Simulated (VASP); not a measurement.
Input of a VASP 6.6.1 run:

The input POSCAR:

```
PbSe
4.3284
    0.000000000000      0.707108862397      0.707108862397
    0.707108862397      0.000000000000      0.707108862397
    0.707108862397      0.707108862397      0.000000000000
Pb Se
1 1
Direct
    0.0000000000      0.0000000000      0.0000000000
    0.5000000000      0.5000000000      0.5000000000
```

File INCAR.step1:

```
ALGO = Normal
EDIFF = 1E-5
ENCUT = 520
GGA = PE
ISIF = 2
ISMEAR = 0
LASPH = True
LCHARG = False
LREAL = False
LWAVE = True
NELM = 60
PREC = Accurate
SIGMA = 0.05
```

INCAR.step2

```
AEXX = 0.25
ALGO = Normal
EDIFF = 1E-6
ENCUT = 520
GGA = PE
ISIF = 2
ISMEAR = 0
ISTART = 1
LASPH = True
LCHARG = False
LHFCALC = True
LREAL = False
LWAVE = False
NELM = 60
PREC = Accurate
PRECFOCK = Fast
SIGMA = 0.05
```

The input KPOINTS:

```
k-points
0
Gamma
  4 4 4
```

Potentials or basis: VASP PAW PBE potentials, release 64 (Pb_d, Se).

The run is started by

```bash
$ cat potpaw_PBE.64/Pb_d/POTCAR potpaw_PBE.64/Se/POTCAR > POTCAR
$ cp INCAR.step1 INCAR
$ mpirun -np 1 vasp_std > vasp.out
$ cp INCAR.step2 INCAR
$ mpirun -np 1 vasp_std > vasp.out
```

Task: What does it give for the pressure?

Result: 1.1 GPa.

Task: Estimate the band gap on the k mesh.

Result: 1.36 eV, direct.

Caveat: the k mesh is coarse (spacing up to 0.44 Å⁻¹), so the values aren't converged, least of all with exact exchange; the PAW data sets were made with another functional, which shifts forces and pressure a little; spin-orbit coupling is left out, which as a rule narrows the gap of such compounds by several tenths of an eV. A k mesh can miss the band edges.
